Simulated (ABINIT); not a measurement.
# WS2 (Tungstenite) (P6_3/mmc) in ABINIT: equation of state

How stiff is WS2 (Tungstenite) in PBEsol, and what volume does it want? The cell is scaled to several volumes.

Everything below comes from runs of ABINIT 10.8.3 (patched build). Logs are shortened: lines on timing, memory, paths and dates and some standing lists are left out, and cuts for length are marked. The log counts tension as positive stress, the text compression.

## 1. The crystal as given

Symmetry: P6_3/mmc, No. 194, hexagonal system. Conventional cell: a = 3.180 Å, b = 3.180 Å, c = 12.500 Å, α = 90.00°, β = 90.00°, γ = 120.00°. W (site symmetry -6m2) has 6 S at 2.41 Å as nearest neighbours. Around S (site symmetry 3m) lie 3 W at 2.41 Å.

## 2. Equation of state, PBEsol

The input, run.abi:

```
# Datasets: one volume each
ndtset 7
getwfk -1
scalecart1 3*0.9795861087
scalecart2 3*0.9864848297
scalecart3 3*0.9932883884
scalecart4 3*1.0000000000
scalecart5 3*1.0066227096
scalecart6 3*1.0131594038
scalecart7 3*1.0196128224

# Pseudopotentials
pp_dirpath "./"
pseudos "W.upf, S.upf"

# Structure
acell 3.18 3.18 12.5 Angstrom
rprim
     1.0000000000     0.0000000000     0.0000000000
    -0.5000000000     0.8660254038     0.0000000000
     0.0000000000     0.0000000000     1.0000000000
ntypat 2
znucl 74 16
natom 6
typat 1 1 2 2 2 2
xred
     0.6666666667     0.3333333333     0.7500000000
     0.3333333333     0.6666666667     0.2500000000
     0.6666666667     0.3333333333     0.3750000000
     0.3333333333     0.6666666667     0.8750000000
     0.6666666667     0.3333333333     0.1250000000
     0.3333333333     0.6666666667     0.6250000000

# Plane-wave basis
ecut 1006.821291 eV

# k points
kptopt 1
ngkpt 10 10 3
nshiftk 1
shiftk 0.0 0.0 0.0

# Exchange and correlation
ixc -116133

# Bands and occupations
nband 32
occopt 3
tsmear 0.05 eV

# SCF cycle
nstep 100
tolvrs 1.0e-10

# Output
iomode 3
prtwf 1
prtden 0
prteig 0
prtebands 0
```

Potentials or basis: PseudoDojo NC SR PBEsol v0.4.1 standard.

Command:

```sh
abinit run.abi > log 2>&1
```

run.abo:

```text
.Version 10.8.3 of ABINIT
 DATASET    1 : space group P6_3/m m c (#194); Bravais hP (primitive hexag.)
================================================================================
 Values of the parameters that define the memory need for DATASET  1.
     intxc =       0    ionmov =       0      iscf =       7    lmnmax =       8
     lnmax =       8     mgfft =     128  mpssoang =       4    mqgrid =    6337
     natom =       6  nloc_mem =       1    nspden =       1   nspinor =       1
    nsppol =       1      nsym =      24    n1xccc =    2501    ntypat =       2
    occopt =       3   xclevel =       2
       mpw =        7491          nfft =      165888          nkpt =          28
================================================================================
================================================================================
[... 61 lines left out ...]
 DATASET    7 : space group P6_3/m m c (#194); Bravais hP (primitive hexag.)
================================================================================
 Values of the parameters that define the memory need for DATASET  7.
     intxc =       0    ionmov =       0      iscf =       7    lmnmax =       8
     lnmax =       8     mgfft =     135  mpssoang =       4    mqgrid =    6595
     natom =       6  nloc_mem =       1    nspden =       1   nspinor =       1
    nsppol =       1      nsym =      24    n1xccc =    2501    ntypat =       2
    occopt =       3   xclevel =       2
       mpw =        8484          nfft =      174960          nkpt =          28
================================================================================
================================================================================

--------------------------------------------------------------------------------
------------- Echo of variables that govern the present computation ------------
--------------------------------------------------------------------------------
 -outvars: echo values of preprocessed input variables --------
            acell      6.0093290804E+00  6.0093290804E+00  2.3621576574E+01 Bohr
              amu      1.83850000E+02  3.20660000E+01
             ecut      3.70000000E+01 Hartree
           getwfk          -1
              ixc     -116133
           jdtset        1    2    3    4    5    6    7
         kptrlatt       10    0    0      0   10    0      0    0    3
          kptrlen1     5.88665529E+01
          kptrlen2     5.92811197E+01
          kptrlen3     5.96899680E+01
          kptrlen4     6.00932908E+01
          kptrlen5     6.04912712E+01
          kptrlen6     6.08840827E+01
          kptrlen7     6.12718898E+01
            natom           6
            nband          32
           ndtset           7
            ngfft1         36      36     128
            ngfft2         36      36     128
            ngfft3         36      36     135
[... 123 lines left out ...]
                       6.6666666667E-01  3.3333333333E-01  3.7500000000E-01
                       3.3333333333E-01  6.6666666667E-01  8.7500000000E-01
                       6.6666666667E-01  3.3333333333E-01  1.2500000000E-01
                       3.3333333333E-01  6.6666666667E-01  6.2500000000E-01
            znucl       74.00000   16.00000

================================================================================

 chkinp: Checking input parameters for consistency, jdtset=   1.

 chkinp: Checking input parameters for consistency, jdtset=   2.
[... 37 lines left out ...]
- pspini: atom type   2  psp file is ./S.upf
12 -116133 2 -1 1146                          pspcod,pspxc,lmax,lloc,mmax
     nproj     2     2     2     0

   3.01085032E+03                                ecore*ucvol(ha*bohr**3)
--------------------------------------------------------------------------------

================================================================================

--- !BeginCycle
iteration_state: {dtset: 1, }
solver: {iscf: 7, nstep: 100, nline: 4, wfoptalg: 0, }
tolerances: {tolvrs: 1.00E-10, }
...
[... 1326 lines left out ...]
-Cartesian components of stress tensor (GPa)         [Pressure= -1.0618E+01 GPa]
- sigma(1 1)=  1.11101170E+01  sigma(3 2)=  0.00000000E+00
- sigma(2 2)=  1.11101170E+01  sigma(3 1)=  0.00000000E+00
- sigma(3 3)=  9.63357746E+00  sigma(2 1)=  0.00000000E+00

== END DATASET(S) ==============================================================
================================================================================

 -outvars: echo values of variables after computation  --------
            acell      6.0093290804E+00  6.0093290804E+00  2.3621576574E+01 Bohr
           etotal1    -1.9592545668E+02
           etotal2    -1.9592858279E+02
           etotal3    -1.9592977522E+02
           etotal4    -1.9592923343E+02
           etotal5    -1.9592713697E+02
           etotal6    -1.9592364726E+02
           etotal7    -1.9591890919E+02
            fcart1     3.0494342323E-29  1.7605916749E-29  5.7824115866E-19
                       3.0494342323E-29  1.7605916749E-29  5.7824115866E-19
                      -1.5247171162E-28  1.7605916749E-29  1.9933960680E-02
                       1.2197736929E-28 -2.4648283448E-28  1.9933960680E-02
                       3.0494342323E-29  1.2324141724E-28 -1.9933960680E-02
                      -6.0988684646E-29  7.0423666995E-29 -1.9933960680E-02
            fcart2     3.0281088197E-28 -2.4475912191E-28 -5.7824115866E-19
                      -2.4224870558E-28  2.7972471075E-28 -5.7824115866E-19
                       1.2112435279E-28  6.9931177687E-29  1.1703882708E-02
                       1.2112435279E-28  6.9931177687E-29  1.1703882708E-02
[... 94 lines left out ...]
                      -2.2950772652E-17  1.8481329777E+00  1.1009935886E+01
                       1.6005301083E+00  9.2406648887E-01  1.5728479837E+00
                      -2.2950772652E-17  1.8481329777E+00  7.8642399188E+00
           xangst6     1.6109234520E+00  9.3006708870E-01  9.4983694106E+00
                       7.4871278086E-17  1.8601341774E+00  3.1661231369E+00
                       1.6109234520E+00  9.3006708870E-01  4.7491847053E+00
                       7.4871278086E-17  1.8601341774E+00  1.1081430979E+01
                       1.6109234520E+00  9.3006708870E-01  1.5830615684E+00
                       7.4871278086E-17  1.8601341774E+00  7.9153078422E+00
           xangst7     1.6211843876E+00  9.3599124261E-01  9.5588702100E+00
                       7.3352354496E-17  1.8719824852E+00  3.1862900700E+00
                       1.6211843876E+00  9.3599124261E-01  4.7794351050E+00
                       7.3352354496E-17  1.8719824852E+00  1.1152015245E+01
                       1.6211843876E+00  9.3599124261E-01  1.5931450350E+00
                       7.3352354496E-17  1.8719824852E+00  7.9657251750E+00
             xred      6.6666666667E-01  3.3333333333E-01  7.5000000000E-01
                       3.3333333333E-01  6.6666666667E-01  2.5000000000E-01
                       6.6666666667E-01  3.3333333333E-01  3.7500000000E-01
                       3.3333333333E-01  6.6666666667E-01  8.7500000000E-01
                       6.6666666667E-01  3.3333333333E-01  1.2500000000E-01
                       3.3333333333E-01  6.6666666667E-01  6.2500000000E-01
 Calculation completed.
```

Wall time 32 min (1 thread of Arm Neoverse V2, shared host); peak memory 0.24 GiB.

Results:

| Quantity | Value |
| --- | --- |
| Equilibrium volume | 17.94 Å³/atom |
| Bulk modulus at fixed shape and positions | 166 GPa |
| Pressure derivative of the bulk modulus | 4.4 |

Energy against volume, from the lowest point:
| volume (Å³/atom) | energy (meV/atom) |
| --- | --- |
| 17.150 | 19.59 |
| 17.515 | 5.41 |
| 17.880 | 0.00 |
| 18.245 | 2.46 |
| 18.610 | 11.97 |
| 18.975 | 27.79 |
| 19.340 | 49.28 |

Caveat: pressures at fixed basis lie under the slope of the energies; the cell was scaled at fixed shape and fractional positions, which overstates the stiffness of a crystal with free parameters, most of all of layers and chains; this functional lacks dispersion, which binds the layers, so the pressure and a relaxed spacing across them are unreliable. The run has no spin-orbit coupling, so splittings on W are missing.
